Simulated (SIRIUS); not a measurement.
Ag:

```xyz
1
Lattice="0.0000 2.0427 2.0427 2.0427 0.0000 2.0427 2.0427 2.0427 0.0000" Properties=species:S:1:pos:R:3 pbc="T T T"
Ag    0.0000    0.0000    0.0000
```

* Program: SIRIUS 7.12.0
* Task: relaxation of cell and atoms
* Functional: PBE
* Potentials or basis: PseudoDojo 0.4.1 PBE standard (scalar relativistic)
* Cutoff: 1127 eV
* Density cutoff: 4507 eV
* k mesh: 6 × 6 × 6
* Occupations: fermi-dirac, width 0.05 eV
* Spin: no spin polarisation

At the start: pressure 5.3 GPa; volume 17.05 Å³/atom.

Problem. How do energy, volume and symmetry change on relaxing?

Solution. Over 4 steps the energy falls by 14.8 meV/atom and the volume is 17.95 Å³/atom (+5.3 %); space group Fm-3m (No. 225, to 0.05 Å).

Step by step:
```tsv
step	energy change (eV)	largest force (eV/Å)	pressure (GPa)	volume (Å³)
1	0.0000	0.0000	5.32	17.05
2	-0.0106	0.0000	2.59	17.47
3	-0.0147	0.0000	0.30	17.89
4	-0.0148	0.0000	0.02	17.95
```

Final structure:
```xyz
1
Lattice="0.0000 2.0782 2.0782 2.0782 0.0000 2.0782 2.0782 2.0782 0.0000" Properties=species:S:1:pos:R:3 pbc="T T T"
Ag    0.0000    0.0000    0.0000
```

Caveat: the k mesh is coarse (spacing up to 0.44 Å⁻¹), so the values aren't converged.
